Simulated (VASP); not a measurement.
# Cd (Fmmm) in VASP: notebook

Runs on Cd. Level: PBEsol. Tasks: single point.

Everything below comes from runs of VASP 6.6.1. Logs are shortened: lines on timing, memory, paths and dates and some standing lists are left out, and cuts for length are marked.

## Step 1: The cell of the first run

It takes space group Fmmm (No. 69, orthorhombic). Conventional cell: a = 3.569 Å, b = 4.810 Å, c = 5.283 Å, α = 90.00°, β = 90.00°, γ = 90.00°. Cd (site symmetry mmm) has 8 Cd at 2.99 to 3.19 Å as nearest neighbours.

This isn't the form of Cd at room conditions, which is hcp.

## Step 2: Single point, PBEsol (strain +0.0937 x Voigt [0, 0, 0, 1, 0, 0], atoms carried along)

INCAR

```
SYSTEM = Cd
PREC     = Accurate       ! precision mode
ENCUT    = 520            ! plane-wave cutoff, eV
EDIFF    = 1E-6           ! SCF threshold, eV
ISMEAR   = 0              ! smearing method
SIGMA    = 0.15           ! smearing width, eV
LREAL    = .False.        ! projectors in reciprocal space
LASPH    = .True.         ! aspherical terms in the spheres
NELM     = 100            ! most SCF steps
ALGO     = Fast           ! electronic algorithm
ISIF     = 2              ! what is computed and relaxed
LWAVE    = .False.        ! write WAVECAR
LCHARG   = .False.        ! write CHGCAR
GGA      = PS             ! functional
NBANDS   = 12             ! bands
```

KPOINTS

```
Automatic mesh
0
Gamma
  18 18 18
  0 0 0
```

POSCAR

```
Cd
1.0
   -1.7843220000      1.8679174857      1.8679174857
    1.7843220000     -1.7007265143      1.7007265143
    1.7843220000      1.7007265143     -1.7007265143
Cd
1
Direct
    0.0000000000      0.0000000000      0.0000000000
```

Potentials or basis: VASP PAW PBE potentials, release 64 (Cd).

Command:

```
> cat potpaw_PBE.64/Cd/POTCAR > POTCAR
> mpirun -np 1 vasp_std > vasp.out
```

OUTCAR:

```text
SYSTEM = Cd
   PREC = Accurate
   ENCUT = 520
   EDIFF = 1E-6
   ISMEAR = 0
   LREAL = .False.
   LASPH = .True.
   NELM = 100
   ISIF = 2
   GGA = PS

 ion  position               nearest neighbor table
   1  0.000  0.000  0.000-

  LATTYP: Found a face centered orthorhombic cell.
 ALAT       =     3.5686440000
 B/A-ratio  =     1.3479576570
 C/A-ratio  =     1.4804694678

  Lattice vectors:

 A1 = (   0.0000000000,   3.5686440000,   0.1671909714)
 A2 = (   1.7843220000,   1.8679174857,   1.8679174857)
 A3 = (   1.7843220000,   1.7007265143,  -1.7007265143)

Analysis of symmetry for initial positions (statically):
=====================================================================
 Subroutine PRICEL returns:
 Original cell was already a primitive cell.

 Routine SETGRP: Setting up the symmetry group for a
 face centered orthorhombic supercell.

 Subroutine GETGRP returns: Found  8 space group operations
 (whereof  8 operations were pure point group operations)
 out of a pool of  8 trial point group operations.

The static configuration has the point symmetry D_2h.

Analysis of symmetry for dynamics (positions and initial velocities):
=====================================================================
 Subroutine PRICEL returns:
 Original cell was already a primitive cell.

 Routine SETGRP: Setting up the symmetry group for a
 face centered orthorhombic supercell.

 Subroutine GETGRP returns: Found  8 space group operations
 (whereof  8 operations were pure point group operations)
 out of a pool of  8 trial point group operations.

The dynamic configuration has the point symmetry D_2h.

 Subroutine INISYM returns: Found  8 space group operations
 (whereof  8 operations are pure point group operations),
 and found     1 'primitive' translations

----------------------------------------------------------------------------------------

                                     Primitive cell

  volume of cell :      22.6739

  direct lattice vectors                    reciprocal lattice vectors
    -1.784322000  1.867917486  1.867917486     0.000000000  0.267677777  0.267677777
     1.784322000 -1.700726514  1.700726514     0.280218481 -0.013157115  0.280834892
     1.784322000  1.700726514 -1.700726514     0.280218481  0.280834892 -0.013157115

  length of vectors
     3.187794922  2.994786529  2.994786529     0.378553542  0.396942997  0.396942997

  position of ions in fractional coordinates (direct lattice)
     0.000000000  0.000000000  0.000000000

  ion indices of the primitive-cell ions
   primitive index   ion index
                 1           1

[... 77 lines left out ...]
   ISIF   =      2    stress and relaxation
   ISYM   =      2    0-nonsym 1-usesym 2-fastsym
   POTIM  = 0.5000    time-step for ionic-motion
   TEBEG  =    0.0;   TEEND  =   0.0 temperature during run
   PSTRESS=    0.0 pullay stress
   NELECT =      12.0000    total number of electrons
   NUPDOWN=      -1.0000    fix difference up-down
   EMIN   =  10.00;   EMAX   =-10.00  energy-range for DOS
   EFERMI =   0.00;   METHOD = LEGACY
   ISMEAR =     0;   SIGMA  =   0.15  broadening in eV -4-tet -1-fermi 0-gaus
   EFERMI_NEDOS =   21; number of points for ismear=-14 and -15
   IALGO  =     68    algorithm
   IMIX   =      4    mixing-type and parameters
     AMIX     =   0.40;   BMIX     =  1.00
     AMIX_MAG =   1.60;   BMIX_MAG =  1.00
  volume/ion in A,a.u.               =      22.67       153.01
  Fermi-wavevector in a.u.,A,eV,Ry     =   1.324220  2.502413 23.858610  1.753558
  Thomas-Fermi vector in A             =   2.453771
   LORBIT       =      0    0 simple, 1 ext, 2 COOP (PROOUT), +10 PAW based schemes
   GGA     = PS    functional components
   LHFCALC =     F    Hartree Fock is set to
   AEXX    =    0.0000 exact exchange contribution
   IVDW    =     0    specifies the selected vdW correction
   LEPSILON=     F    determine dielectric tensor
   LRPA    =     F    only Hartree local field effects (RPA)
 non-spin polarized calculation
 RMM-DIIS sequential band-by-band and
 Gauss-broadening in eV      SIGMA  =   0.15
  energy-cutoff  :      520.00
  volume of cell :       22.67
 maximum number of plane-waves:       630
   NGX = 11   NGY = 11   NGZ = 11

 number of electron      12.0000005 magnetization

 Free energy of the ion-electron system (eV)
  ---------------------------------------------------
  ext. energy  EPLUGINS =         0.00000000
  ---------------------------------------------------
  free energy    TOTEN  =        -1.12057685 eV

  energy without entropy =       -1.11694952  energy(sigma->0) =       -1.11876319

 E-fermi :   2.4191     XC(G=0): -10.9597

 val. band max:        2.4066324393   @ k =   0.5000  -0.4444   0.1111
 cond. band min:       2.4208857459   @ k =   0.0556   0.5000   0.5000
 fundamental gap:      0.0142533066
 Fermi energy:         2.4190759422

 k-point     1 :       0.0000    0.0000    0.0000
  band No.  band energies     occupation
      1      -6.8692      2.00000
      2      -6.7196      2.00000
      3      -6.4899      2.00000
      4      -6.1344      2.00000
      5      -6.0479      2.00000
      6      -6.0197      2.00000
      7      15.8850      0.00000
      8      17.7769      0.00000
      9      17.8407      0.00000
     10      18.3112      0.00000
     11      18.3244      0.00000
     12      19.5964      0.00000
[... 331 lines left out ...]
 k-point    24 :       0.2222    0.1111   -0.0000
  band No.  band energies     occupation
      1      -6.9847      2.00000
      2      -6.8291      2.00000
      3      -6.1581      2.00000
      4      -6.0799      2.00000
      5      -5.9852      2.00000
      6      -3.7990      2.00000
      7       7.1641      0.00000
      8      11.4305      0.00000
      9      13.9183      0.00000
     10      17.4942      0.00000
     11      19.8368      0.00000
     12      21.0261      0.00000

 [... further k-points ...]
[... 5 lines left out ...]
  --------------------------------------------------------------------------------------
  -------------------------------------------------------------------------------------
  Total       -0.3288556     -0.3111792     -0.3111792      0.0000000      0.0045667      0.0000000
  in kB      -23.2375576    -21.9885081    -21.9885081      0.0000000      0.3226947      0.0000000
  external PRESSURE =     -22.4048579 kB  Pullay stress =       0.0000000 kB

 VOLUME and BASIS-vectors are now :
 -----------------------------------------------------------------------------
  energy-cutoff  :      520.00
  volume of cell :       22.67
      direct lattice vectors                 reciprocal lattice vectors
    -1.784322000  1.867917486  1.867917486     0.000000000  0.267677777  0.267677777
     1.784322000 -1.700726514  1.700726514     0.280218481 -0.013157115  0.280834892
     1.784322000  1.700726514 -1.700726514     0.280218481  0.280834892 -0.013157115

 POSITION                                       TOTAL-FORCE (eV/Angst)
 -----------------------------------------------------------------------------------
      0.00000      0.00000      0.00000         0.000000      0.000000      0.000000
 -----------------------------------------------------------------------------------
    total drift:                                0.000000      0.000000      0.000000

  FREE ENERGIE OF THE ION-ELECTRON SYSTEM (eV)
  ---------------------------------------------------
  free  energy   TOTEN  =        -1.1205768498 eV

  energy  without entropy=       -1.1169495248  energy(sigma->0) =       -1.11876319
```

OSZICAR:

```text
N       E                     dE             d eps       ncg     rms          rms(c)
DAV:   1     0.690048682599E+02    0.69005E+02   -0.69293E+03 22296   0.987E+02
DAV:   2     0.749503643406E-01   -0.68930E+02   -0.65350E+02 22816   0.233E+02
DAV:   3    -0.119261270625E+01   -0.12676E+01   -0.12670E+01 24416   0.357E+01
DAV:   4    -0.119413554742E+01   -0.15228E-02   -0.15228E-02 22924   0.122E+00
DAV:   5    -0.119413912546E+01   -0.35780E-05   -0.35784E-05 24112   0.593E-02    0.273E+00
RMM:   6    -0.112609026625E+01    0.68049E-01   -0.11699E-01 21095   0.361E+00    0.225E+00
RMM:   7    -0.112129680693E+01    0.47935E-02   -0.63631E-03 21738   0.703E-01    0.124E+00
RMM:   8    -0.112055512931E+01    0.74168E-03   -0.14471E-03 22905   0.584E-01    0.771E-02
RMM:   9    -0.112057055539E+01   -0.15426E-04   -0.50465E-05 23688   0.862E-02    0.233E-02
RMM:  10    -0.112057767471E+01   -0.71193E-05   -0.21364E-05 22826   0.697E-02    0.145E-02
RMM:  11    -0.112057684983E+01    0.82488E-06   -0.34601E-06 20912   0.198E-02
   1 F= -.11205768E+01 E0= -.11187632E+01  d E =-.362733E-02
```

stdout:

```text
POSCAR found type information on POSCAR Cd
 POSCAR found :  1 types and       1 ions
 scaLAPACK will be used
 -----------------------------------------------------------------------------
|                                                                             |
|                                                                             |
|     You enforced a specific xc type in the INCAR file but a different       |
|     I HOPE YOU KNOW WHAT YOU ARE DOING!                                     |
|                                                                             |
 -----------------------------------------------------------------------------

 LDA part: xc-table for (Slater+PW92), standard interpolation
 POSCAR, INCAR and KPOINTS ok, starting setup
 FFT: planning ... GRIDC
 FFT: planning ... GRID_SOFT
 FFT: planning ... GRID
 WAVECAR not read
 entering main loop
```

Run time: 64 s. Hardware: 1 thread of Intel Xeon 6975P-C (Granite Rapids), shared host; peak memory 0.32 GiB.

What came out:

- Free energy: -1.1206 eV
- Pressure: -2.2 GPa
- Band gap on the k mesh: none (metal or under the smearing width)

Levels at points of the mesh, in eV from the Fermi level:
| k point | band 3 | band 4 | band 5 | band 6 | band 7 | band 8 | band 9 | band 10 |
| --- | --- | --- | --- | --- | --- | --- | --- | --- |
| (0.00, 0.00, 0.00) | -8.91 | -8.55 | -8.47 | -8.44 | 13.47 | 15.36 | 15.42 | 15.89 |
| (0.50, 0.00, 0.00) | -8.43 | -8.36 | -8.15 | -2.35 | -1.80 | 9.93 | 10.36 | 14.00 |
| (0.00, 0.50, 0.00) | -8.50 | -8.45 | -8.07 | -1.99 | -0.94 | 8.41 | 10.83 | 12.63 |
| (0.00, 0.50, 0.50) | -8.56 | -8.54 | -7.95 | -1.56 | -0.04 | 8.43 | 9.51 | 12.92 |
| (0.50, 0.50, 0.50) | -8.31 | -8.17 | -8.01 | 3.17 | 3.38 | 3.76 | 5.56 | 7.96 |

Caveat: the PAW data sets were made with another functional, which shifts forces and pressure a little.

## Step 3: Single point, PBEsol (strain -0.1500 x Voigt [0, 0, 0, 1, 0, 0], atoms carried along)

INCAR

```
SYSTEM = Cd
ALGO = Fast
EDIFF = 1E-6
ENCUT = 520
GGA = PS
ISIF = 2
ISMEAR = 0
LASPH = .TRUE.
LCHARG = .TRUE.
LELF = .TRUE.
LREAL = .FALSE.
LVHAR = .TRUE.
LWAVE = .FALSE.
NBANDS = 12
NELM = 100
PREC = Accurate
SIGMA = 0.15
```

KPOINTS

```
k-points
0
G
  18 18 18
  0 0 0
```

POSCAR

```
Cd
1.0
   -1.7843220000      1.6504978500      1.6504978500
    1.7843220000     -1.9181461500      1.9181461500
    1.7843220000      1.9181461500     -1.9181461500
Cd
1
Direct
    0.0000000000      0.0000000000      0.0000000000
```

Potentials or basis: VASP PAW PBE potentials, release 64 (Cd).

Command:

```
> cat potpaw_PBE.64/Cd/POTCAR > POTCAR
> mpirun -np 1 vasp_std > vasp.out
```

Run time: 61 s. Hardware: 1 thread of Intel Xeon 6975P-C (Granite Rapids), shared host; peak memory 0.32 GiB.

The run converged. Its results:

* Free energy: -1.1160 eV
* Pressure: -1.6 GPa
* Band gap on the k mesh: none (metal or under the smearing width)

Stress tensor (GPa, compression positive):
```
-2.13  0.00  0.00
 0.00 -1.27  1.41
 0.00  1.41 -1.27
```

Levels at points of the mesh, in eV from the Fermi level:
```csv
k point,band 2,band 3,band 4,band 5,band 6,band 7,band 8,band 9,band 10,band 11
"(0.00, 0.00, 0.00)",-9.19,-8.79,-8.52,-8.43,-8.36,12.34,15.37,15.56,16.01,16.19
"(0.50, 0.00, 0.00)",-9.24,-8.60,-8.51,-7.84,-1.24,0.60,8.04,9.34,12.69,13.15
"(0.00, 0.50, 0.00)",-9.38,-8.47,-8.42,-8.05,-1.95,-0.86,7.90,11.68,12.13,15.81
"(0.00, 0.50, 0.50)",-9.54,-8.35,-8.30,-8.16,-2.50,-2.23,10.45,10.71,14.44,15.04
"(0.50, 0.50, 0.50)",-9.52,-8.37,-8.15,-7.88,3.14,3.39,4.08,5.74,8.03,8.15
```

Caveat: the PAW data sets were made with another functional, which shifts forces and pressure a little.

(Continued in part 2 of 2.)
